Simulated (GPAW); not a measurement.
Wanted: an ASE script for a GPAW 26.7.0 run.

```
Task                : equation of state
Functional          : LDA
Potentials or basis : the program's PAW data sets (release 1.2.1) made for this functional
Cutoff              : 600 eV
Basis               : pw
k mesh              : 7 × 7 × 7
Occupations         : fermi-dirac, width 0.05 eV
Spin                : no spin polarisation
Maxiter             : 150
Eos scales          : [0.94, 0.96, 0.98, 1.0, 1.02, 1.04, 1.06]
```

TiAl3:

```
Ti Al
1.0
    -1.91111    1.91111    4.28067
     1.91111   -1.91111    4.28067
     1.91111    1.91111   -4.28067
Ti Al
1 3
Direct
  0.00000 0.00000 0.00000
  0.25000 0.75000 0.50000
  0.75000 0.25000 0.50000
  0.50000 0.50000 0.00000
```

The cell comes from a database or a generator and needn't be the stable form of this composition.

These files were run (other wordings do the same):

run.py

```python
from ase import Atoms
from ase.eos import EquationOfState
from ase.io import Trajectory
from ase.units import GPa
from gpaw import GPAW, PW

atoms = Atoms(['Ti', 'Al', 'Al', 'Al'],
              cell=[[-1.9111067713, 1.9111067713, 4.2806687947],
                    [1.9111067713, -1.9111067713, 4.2806687947],
                    [1.9111067713, 1.9111067713, -4.2806687947]],
              scaled_positions=[[0.0, 0.0, 0.0],
                                [0.25, 0.75, 0.5],
                                [0.75, 0.25, 0.5],
                                [0.5, 0.5, 0.0]],
              pbc=True)

traj = Trajectory('eos.traj', 'w')
volumes, energies = [], []
for x in [0.94, 0.96, 0.98, 1.0, 1.02, 1.04, 1.06]:
    a = atoms.copy()
    a.set_cell(atoms.cell * x**(1 / 3), scale_atoms=True)
    calc = GPAW(mode=PW(600),
                xc='LDA',
                kpts={'size': (7, 7, 7), 'gamma': True},
                occupations={'name': 'fermi-dirac', 'width': 0.05},
                nbands=23,
                convergence={'density': 1e-05, 'energy': 1e-05},
                maxiter=150,
                txt=f'eos-{x:.2f}.txt')
    a.calc = calc
    energies.append(a.get_potential_energy(force_consistent=True))
    volumes.append(a.get_volume())
    p = -a.get_stress()[:3].mean() / GPa
    calc.write(f'eos-{x:.2f}.gpw')
    traj.write(a)
    print(f'{x:.2f} {volumes[-1]:10.4f} A^3 {energies[-1]:14.6f} eV {p:9.3f} GPa', flush=True)

v0, e0, B = EquationOfState(volumes, energies, eos='birchmurnaghan').fit()
print(f'V0 = {v0:.4f} A^3, E0 = {e0:.6f} eV, B0 = {B / GPa:.2f} GPa')
```

Potentials or basis: the program's PAW data sets (release 1.2.1) made for this functional, pw.

The run is started by

```console
$ OMP_NUM_THREADS=1 python run.py
```

It gave:

* Equilibrium volume: 15.19 Å³/atom
* Bulk modulus at fixed shape and positions: 117 GPa
* Pressure derivative of the bulk modulus: 4.1

Caveat: the cell was scaled at fixed shape and fractional positions, which overstates the stiffness of a crystal with free parameters, most of all of layers and chains.

Wall time 5.7 min on 1 thread of Arm Neoverse V2, with other jobs on the host, peak memory 0.54 GiB.
